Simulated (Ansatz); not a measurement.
This script makes a ranking of structure types by relaxed energy of Y on several prototypes with Ansatz 0.2.0 through its Python package.

`prototypes.py`:
```python
import warnings

import ansatz
import numpy as np
import spglib
from tabulate import tabulate


def hcp(first, a):
    return (
        ansatz.Lattice.from_parameters(a, a, 1.633 * a, alpha=90, beta=90, gamma=120)
        .space_group(194)
        .atom(first, (1 / 3, 2 / 3, 0.25))
    )


def diamond(first, a):
    return (
        ansatz.Lattice.fcc(a)
        .space_group(227, origin_choice=1)
        .atom(first, (0, 0, 0))
        .primitive()
    )


def bcc(A, a):
    return ansatz.Crystal.bcc(A, a=a)


def sc(a_site, a):
    return (
        ansatz.Lattice.cubic(a)
        .space_group(221)
        .atom(a_site, (0, 0, 0))
    )


def compute(name, crystal):
    calc = (
        crystal.calculation()
        .functional(ansatz.Functional.PBE)
        .basis(520)
        .kpoints(spacing=0.14)
        .occupations("fermi_dirac", width=0.1)
        .stress()
        .band_table()
    )
    calc = calc.relax(force_tolerance=0.02, max_steps=60, cell=True)
    return calc.run(threads=1, pin="off")

def relaxed_twice(name, crystal):
    # the second pass draws mesh and plane waves anew for the relaxed cell
    first = compute(name, crystal)
    again = ansatz.Crystal(lattice=ansatz.Lattice.of(first.lattice.cell_ang))
    for site in first.report["lattice"]["sites"]:
        again = again.atom(site["symbol"], site["position_frac"])
    return compute(name, again)


def pressure_gpa(outcome):
    return float(np.trace(outcome.report["stress_gpa"]) / 3)


def volume_per_atom(outcome):
    return abs(np.linalg.det(outcome.lattice.cell_ang)) / len(outcome.lattice.sites)


def space_group(outcome):
    sites = outcome.report["lattice"]["sites"]
    kinds = sorted({site["symbol"] for site in sites})
    cell = (outcome.lattice.cell_ang, [site["position_frac"] for site in sites], [kinds.index(site["symbol"]) for site in sites])
    return spglib.get_spacegroup(cell, symprec=0.01)


def main() -> None:
    warnings.simplefilter("ignore")

    phases = {}
    phases["hcp"] = hcp("Y", 3.6)
    phases["diamond"] = diamond("Y", 7.0)
    phases["bcc"] = bcc("Y", 4.04)
    phases["sc"] = sc("Y", 3.31)

    done = {}
    for name, crystal in phases.items():
        done[name] = relaxed_twice(name, crystal)
        print(f"{name}: {done[name].report['energy_sigma0_ev']:.4f} eV, {len(done[name].lattice.sites)} atoms")

    energy = {name: o.report["energy_sigma0_ev"] / len(o.lattice.sites) for name, o in done.items()}
    lowest = min(energy.values())
    rows = [(name, len(o.lattice.sites), 1000 * (energy[name] - lowest), pressure_gpa(o), volume_per_atom(o), space_group(o)) for name, o in done.items()]
    rows.sort(key=lambda row: row[2])
    print(tabulate(rows, headers=["phase", "atoms", "dE (meV/atom)", "P (GPa)", "V (A^3/atom)", "space group"], floatfmt=".4f", tablefmt="plain"))


if __name__ == "__main__":
    main()
```

Which of these structures comes out lowest, and how far apart are they?

By space group at the end of each run: P6_3/mmc (+0 meV an atom, 32.9 Å³), Im-3m (+123 meV an atom, 33.1 Å³), Pm-3m (+797 meV an atom, 34.9 Å³) and Fd-3m (+1984 meV an atom, 44.5 Å³).

What the script printed:

Output of `python prototypes.py`:
```text
hcp: -7697.3393 eV, 2 atoms
diamond: -7693.3704 eV, 2 atoms
bcc: -3848.5463 eV, 1 atoms
sc: -3847.8729 eV, 1 atoms
phase      atoms    dE (meV/atom)    P (GPa)    V (A^3/atom)  space group
hcp            2           0.0000     0.0091         32.9331  P6_3/mmc (194)
bcc            1         123.3655     0.0182         33.0930  Im-3m (229)
sc             1         796.8218     0.0119         34.9034  Pm-3m (221)
diamond        2        1984.4529     0.0356         44.5277  Fd-3m (227)
```

Notes:
- Total energies depend on the potentials; only differences at equal settings carry meaning.
- Spin is left out of this run.
- Pressure is positive in compression.
- The cells are built on prototypes, so most aren't the phase found in nature. Rows bear the name of their start, and a relaxation keeps or raises the symmetry. Differences under 10 to 15 meV an atom lie within the error of mesh and functional.
- Wall time of the script: 2.8 min on 1 thread of Intel(R) Xeon(R) Platinum 8259CL CPU @ 2.50GHz (Skylake/Cascade Lake) (shared host), peak memory 0.64 GiB.
